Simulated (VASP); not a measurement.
I under changes of volume

One of the cells (45.522 Å³/atom); the others are scaled copies at fixed shape and fractional positions:

```xyz
1
Lattice="-1.6282 1.6282 4.2931 1.6282 -1.6282 4.2931 1.6282 1.6282 -4.2931" Properties=species:S:1:pos:R:3 pbc="T T T"
I     0.0000    0.0000    0.0000
```

| Item | Value |
| --- | --- |
| Program | VASP 6.6.1 |
| Functional | PBE |
| Potentials or basis | VASP PAW PBE potentials, release 64 (I) |
| Cutoff | 520 eV |
| k mesh | 11 × 11 × 11 |
| Occupations | fermi-dirac, width 0.05 eV |
| Spin | no spin polarisation |

```tsv
volume (Å³/atom)	energy over the lowest point (meV/atom)	pressure (GPa)
41.952	14.19	1.8
42.845	?	?
43.737	1.26	0.6
45.522	0.00	-0.3
46.415	2.91	-0.7
47.308	7.82	-1.0
```

Task: What does the run at 42.845 Å³/atom give?

Result: Energy over the lowest point 6.08 meV/atom; pressure 1.2 GPa.

Worked out: A Birch-Murnaghan fit of order 3 (a polynomial in V^(-2/3)) to the other rows has its minimum at 44.83 Å³/atom with B0 = V·E''(V) = 22 GPa and B' = 5.3 at fixed shape and positions, which overstates the stiffness. It gives 6.07 meV/atom at 42.845 Å³/atom, against the run's 6.08, and -dE/dV = 1.1 GPa, against 1.2.

Energies are extrapolated to zero smearing.

Caveats: an odd number of electrons without spin polarisation forces a metal; a magnetic or distorted state may lie lower.
